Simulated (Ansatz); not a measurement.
Runs of Ansatz 0.2.0 on CdS (Hawleyite). Symmetry: F-43m, No. 216, cubic system. The conventional cell has a = 5.833 Å, b = 5.833 Å, c = 5.833 Å, α = 90.00°, β = 90.00°, γ = 90.00°. Cd (site symmetry -43m) is surrounded by 4 S at 2.53 Å. S (site symmetry -43m) has 4 Cd at 2.53 Å as nearest neighbours. 

| task | level | spin | cell | k mesh | cutoff (eV) | smearing | points for each segment of the path | q mesh | mesh quality | gap on the mesh (eV) | pressure (GPa) |
| --- | --- | --- | --- | --- | --- | --- | --- | --- | --- | --- | --- |
| band structure | r2SCAN | off | as given | 8 × 8 × 8 | 500 | fermi-dirac 0.05 eV | 14 | - | not flagged | 1.60 | (a) |
| Born charges and dielectric tensor | LDA | off | as given | 8 × 8 × 8 | 420 | fixed | - | - | not flagged | 0.86 | - |
| phonons | LDA | off | as given | 6 × 6 × 6 | 420 | fixed | 8 | 2 × 2 × 2 | not flagged | 0.86 | - |
| band structure | PBEsol0 | off | as given | 4 × 4 × 4 | 420 | fermi-dirac 0.05 eV | 4 | - | coarse | (c) | -0.5 |
| band structure | revPBE | off | as given | 8 × 8 × 8 | 420 | fermi-dirac 0.05 eV | 14 | - | not flagged | 1.28 | 4.5 |
| relaxation of cell and atoms | RPBE+D3(BJ) | off | relaxed | 8 × 8 × 8 | 420 | fermi-dirac 0.05 eV | - | - | not flagged | (d) | 0.0 |
| band structure | RPBE | off | as given | 8 × 8 × 8 | 420 | fermi-dirac 0.05 eV | 14 | - | not flagged | 1.33 | 5.1 |
| phonons | PBEsol | off | as given | 6 × 6 × 6 | 420 | fixed | 8 | 2 × 2 × 2 | not flagged | 1.00 | - |
| phonons | PBE | off | as given | 6 × 6 × 6 | 420 | fixed | 8 | 2 × 2 × 2 | not flagged | 1.14 | - |
| band structure | BLYP | off | as given | 8 × 8 × 8 | 420 | fermi-dirac 0.05 eV | 14 | - | not flagged | 1.09 | 6.1 |
| single point | PBE | off | as given | 8 × 8 × 8 | 420 | gaussian 0.029 eV | - | - | not flagged | (b) | 2.8 |
| band structure | PBEsol | SOC, no magnetisation | as given | 6 × 6 × 6 | 420 | fermi-dirac 0.05 eV | 14 | - | not flagged | 0.99 | -0.3 |

Alike in all rows: potentials or basis Ansatz PAW.

Q: Fill in the values left out.

A: (a) 1.5; (b) 1.15; (c) 2.71; (d) 1.46.

Caveats: some runs use coarse meshes; the PAW data sets come from PBE, with cores solved anew for the run's functional, which leaves a small shift of forces and pressure (some runs); the thresholds are loose for stress (some runs); the plane-wave basis is chosen anew once the cell has moved, so the energies of steps on either side of that aren't comparable (some runs).

A k mesh can miss the band edges, and rows without SOC leave out spin-orbit coupling on Cd.
